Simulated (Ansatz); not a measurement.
Input deck for Ansatz 0.2.0, then the block of the output on the nuclei.

The start is a COD entry (perhaps calculated rather than measured).

```yaml
crystal:
  lattice:
    - [4.9329, 0.0, 0.0]
    - [0.0, 4.9329, 0.0]
    - [0.0, 0.0, 6.4645]
  atoms:
    - { symbol: Si, position: [0.817705, 0.817705, 0.5] }
    - { symbol: Si, position: [0.682295, 0.317705, 0.25] }
    - { symbol: Si, position: [0.182295, 0.182295, 0.0] }
    - { symbol: Si, position: [0.317705, 0.682295, 0.75] }
    - { symbol: O, position: [0.26834, 0.36457, 0.80193] }
    - { symbol: O, position: [0.13543, 0.76834, 0.55193] }
    - { symbol: O, position: [0.73166, 0.63543, 0.30193] }
    - { symbol: O, position: [0.86457, 0.23166, 0.05193] }
    - { symbol: O, position: [0.76834, 0.13543, 0.44807] }
    - { symbol: O, position: [0.63543, 0.73166, 0.69807] }
    - { symbol: O, position: [0.23166, 0.86457, 0.94807] }
    - { symbol: O, position: [0.36457, 0.26834, 0.19807] }
kpoints:
  mp_grid: { grid: [4, 4, 3] }
scf:
  occupations: { method: fermi_dirac, width: 0.02 }
hamiltonian:
  xc: pbe
  pseudopotentials: { kind: paw }
output:
  forces: true
  stress: true
  populations: true
  efg: { quadrupole_moments_barn: { O: -0.02558 }, contact_densities: true }
relax:
  f_tol: 0.02
  max_steps: 60
```

```sh
ansatz run input.yaml --threads 1 --pin off --max-ram 2560MiB --backend cpu --events-out ev --progress --plain --runs-dir out
```

The run relaxes the ions first, and the block belongs to the relaxed positions.

Of the output, the block on the nuclei alone is shown; the set-up, the SCF iterations, energies, forces and stress are cut. One atom of each set with nearly equal values is shown.

```
--- PAW observables at the nuclei: V_zz in 10²¹ V/m², potentials from the cell's mean, atoms counted from 1 ---
  atom   1  Si V_zz =    +0.602558   η = 0.0594   by run symmetry: allowed
            electrostatic potential = -1354.476328 V   contact ρ = 12801.639557 e/Å³
  atom   5  O  V_zz =    +9.063751   η = 0.3226   by run symmetry: allowed   C_q = -5.6061 MHz
            electrostatic potential = -618.858582 V   contact ρ = 2154.059266 e/Å³
```

The cell is 8 % smaller than that of α-cristobalite at ambient conditions, so the entry probably stands for a crystal under pressure.
